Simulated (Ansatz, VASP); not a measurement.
## One calculation of MgO, two programs

Contents of POSCAR:

```
MgO
1.0
    0.0000000000      2.2820056624      2.2820056624
    2.2820056624      0.0000000000      2.2820056624
    2.2820056624      2.2820056624      0.0000000000
Mg O
1 1
Direct
    0.0000000000      0.0000000000      0.0000000000
    0.2500000000      0.2500000000      0.2500000000
```

INCAR.step1

```
PREC = Accurate ; ENCUT = 520
ISMEAR = 0 ; SIGMA = 0.05
LREAL = F ; LASPH = T
NELM = 100 ; NBANDS = 11
GGA = PE ; ALGO = Normal
EDIFF = 1E-4 ; LWAVE = T
LCHARG = F
```

Contents of INCAR.step2:

```
PREC = Accurate ; ENCUT = 520
EDIFF = 1E-6 ; ISMEAR = 0
SIGMA = 0.05 ; LREAL = F
LASPH = T ; NELM = 100
ALGO = Normal ; ISIF = 2
LWAVE = F ; LCHARG = F
METAGGA = R2SCAN ; LMIXTAU = T
NBANDS = 11 ; ISTART = 1
```

Contents of KPOINTS:

```
Automatic mesh
0
Gamma
  6 6 6
```

Input for Ansatz:

```yaml
crystal:
  lattice:
    - [0.0, 2.2820056624, 2.2820056624]
    - [2.2820056624, 0.0, 2.2820056624]
    - [2.2820056624, 2.2820056624, 0.0]
  atoms:
    - { symbol: Mg, position: [0.0, 0.0, 0.0] }
    - { symbol: O, position: [0.25, 0.25, 0.25] }
kpoints:
  mp_grid: { grid: [6, 6, 6] }
hamiltonian:
  xc: r2scan
scf:
  occupations: { method: gaussian, width: 0.05 }
  n_extra_bands: 4
output:
  forces: true
  stress: true
  eigenvalues: true
```

Alike in both runs: task single point; functional r2SCAN; k mesh 6 × 6 × 6; occupations gaussian, width 0.05 eV; no spin polarisation.

```csv
,VASP,Ansatz
version,VASP 6.6.1,Ansatz 0.2.0
potentials or method,"VASP PAW PBE potentials, release 64 (Mg, O)",plane waves
plane-wave cutoff (eV),520,500
valence electrons in the cell,8,16
```

```csv
,VASP,Ansatz,Ansatz less VASP
gap on the k mesh at the Fermi level (eV),4.32,4.34,+0.014
pressure (GPa),-0.6,0.0,+0.57
```

With one functional, cell and mesh, what is left measures potentials, basis and numerics. The two sets of potentials don't hold the same shells in valence.

Caveats: the PAW data sets were made with another functional, which shifts forces and pressure a little (VASP). r2SCAN opens gaps a little over a GGA but as a rule still falls short of measured ones.
